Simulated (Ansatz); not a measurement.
C: energy above lowest point as volume scale varies

Free energy against uniform scaling of the volume at fixed shape and fractions; periodic cell, basis, potentials, k mesh and filling as listed. The results are calculated, by Ansatz 0.2.0.

The cell before it is scaled or strained (space group R-3m, No. 166):
```
CELL_PARAMETERS angstrom
1.22800 0.70900 3.34700
-1.22800 0.70900 3.34700
0.00000 -1.41800 3.34700
ATOMIC_POSITIONS crystal
C 0.83600 0.83600 0.83600
C 0.16400 0.16400 0.16400
```

Settings of every row: functional PBEsol; dispersion none; potentials PAW; wave cutoff 500 eV; density cutoff 2000 eV; k mesh 14x14x14; k shift 0x0x0; occupations fermi dirac; smearing width 0.15 eV; spin none.

Limits: a layered crystal: even scaling strains the bonds within the layers, so this curve is stiffer than the crystal under pressure.

| row | volume scale | V (Å³/atom) | energy above lowest point (meV/atom) |
| --- | --- | --- | --- |
| 1 | 0.9 | 7.868 | ? |
| 2 | 0.925 | 8.087 | 54.1 |
| 3 | 0.95 | 8.305 | 24.3 |
| 4 | 0.975 | 8.524 | 6.7 |
| 5 | 1 | 8.742 | 0 |
| 6 | 1.025 | 8.961 | 3.1 |
| 7 | 1.05 | 9.179 | 14.9 |
| 8 | 1.075 | 9.398 | 34.4 |
| 9 | 1.1 | 9.616 | 60.9 |

Question: what energy above lowest point should row 1 give?

Worked fit of energy above lowest point. Take u = (V_r/V)^(2/3) − 1 with V_r = 8.8515 Å³ an atom, which is twice the finite (Eulerian) strain; such expansions in the strain, on which the Birch-Murnaghan equation of state is built, carry the rest volume and the bulk modulus. The shown rows have u = 0.06207, 0.0434, 0.02545, 0.00833, -0.00816, -0.02393, -0.03915, -0.05373. Least squares give energy above lowest point = 0.41 − 189.5 × u + 17220 × u² − 3741 × u³ meV/atom; a parabola predicts inner rows, each left out in turn, worse (root mean square 0.18 against 0.048 meV/atom). All shown rows lie on it to the printed digit. Its lowest point lies at u = 0.0055, or V = 8.779 Å³ an atom, and the curvature there gives the bulk modulus at fixed shape and fractions, B = (4/9)(1 + u)² E″(u)/V = 281 GPa. Letting shape and atoms relax would as a rule lower it, by much in layered, chain or molecular crystals. The withheld row has u = 0.08169, so the fit gives 0.41 − 189.5 × (0.08169) + 17220 × (0.08169)² − 3741 × (0.08169)³ = 97.8 meV/atom.

The calculation gave 97.7 meV/atom. The fit lies 0.1 meV/atom (0.1 % of the column's range) above it, one unit of the last digit. This row lies beyond the range of the fit.
